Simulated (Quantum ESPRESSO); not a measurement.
AlN: zone-centre phonons and dielectric response under several settings

```
Al N
1.0
     0.00000    2.18399    2.18399
     2.18399    0.00000    2.18399
     2.18399    2.18399    0.00000
Al N
1 1
Direct
  0.00000 0.00000 0.00000
  0.25000 0.25000 0.25000
```

Measurements of this composition are mostly on another form, of space group No. 186.

All runs used Quantum ESPRESSO 7.5; potentials PseudoDojo 0.4.1 SR PBE standard; k mesh 6 × 6 × 6, shifted; no spin polarisation; cutoff 1143 eV; occupations smeared at first, fixed for the response.

```csv
level,geometry,volume (Å³/atom),pressure (GPa),lowest optical mode without the field (cm⁻¹),highest mode with the field (cm⁻¹),ε∞ (mean),ε0 (mean),Born charge of atom 1 (e)
WC,relaxed cell,10.55,0.0,653,881,4.62,8.4,2.53
WC,"given cell, atoms relaxed",10.42,2.6,665,893,4.59,8.3,2.52
AM05,relaxed cell,?,0.0,?,?,?,?,?
AM05,"given cell, atoms relaxed",10.42,2.1,665,891,4.62,8.3,2.52
BLYP,relaxed cell,10.92,0.0,622,864,4.41,8.5,2.54
BLYP,"given cell, atoms relaxed",10.42,9.4,666,908,4.32,8.0,2.54
vdW-DF-cx,relaxed cell,10.57,0.0,653,882,4.58,8.4,2.53
```

Q: What stands in the row left open?

A: Volume 10.52 Å³/atom; lowest optical mode without the field 656 cm⁻¹; highest mode with the field 882 cm⁻¹; ε∞ 4.64; ε0 8.4; Born charge of atom 1 2.52 e.

Caveats: the potentials were made for another functional, which shifts forces and pressure; before the sum rule the acoustic modes lie tens of cm⁻¹ from zero, a sign that the density grid also shifts the optical modes (some runs); the cell is more than 3 GPa from zero pressure, which shifts response properties (some runs).

For the row left open. Caveat: the potentials were made for another functional, which shifts forces and pressure.
